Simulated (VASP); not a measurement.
Set up this calculation in VASP 6.6.1, as the native input.

```yaml
Task: single point
Functional: PBE
Potentials_or_basis: VASP PAW PBE potentials, release 64 (Li_sv)
Cutoff: 520 eV
k_mesh: 6 × 6 × 1
Occupations: gaussian, width 0.1 eV
Spin: no spin polarisation
Dipole_correction: yes
Further_INCAR_settings: ALGO = Normal; EDIFF = 1e-07; NBANDS = 10
```

The structure of Li lies in POSCAR:

```
Li
1.0
    3.5000000000      0.0000000000      0.0000000000
    0.0000000000      3.5000000000      0.0000000000
    0.0000000000      0.0000000000     16.0000000000
Li
2
Direct
    0.0000000000      0.5000000000      0.4453125000
    0.5000000000      0.0000000000      0.5546875000
```

The cell was built by a generator and needn't be a form met in nature.

The cell isn't the ideal one: thin slice cut from a crystal along (100).

One way to write it, as run:

INCAR

```
SYSTEM = Li
PREC = Accurate
ENCUT = 520
EDIFF = 1E-7
ISMEAR = 0
SIGMA = 0.1
LREAL = .FALSE.
LASPH = .TRUE.
NELM = 100
ALGO = Normal
ISIF = 2
LWAVE = .FALSE.
LCHARG = .FALSE.
LDIPOL = .TRUE.
IDIPOL = 3
DIPOL = 0.5 0.5 0.500
GGA = PE
NBANDS = 10
```

KPOINTS

```
regular mesh
0
G
  6 6 1
  0 0 0
```

Potentials or basis: VASP PAW PBE potentials, release 64 (Li_sv).

The run is started by

```console
$ cat potpaw_PBE.64/Li_sv/POTCAR > POTCAR
$ mpirun -np 1 vasp_std > vasp.out
```

It gave:

| Quantity | Value |
| --- | --- |
| Largest force | 0.067 eV/Å |
| Band gap on the k mesh | none (metal or under the smearing width) |

It took 31 s on 1 thread of Intel(R) Xeon(R) Platinum 8259CL CPU @ 2.50GHz (Skylake/Cascade Lake), on a shared host, peak memory 0.27 GiB.
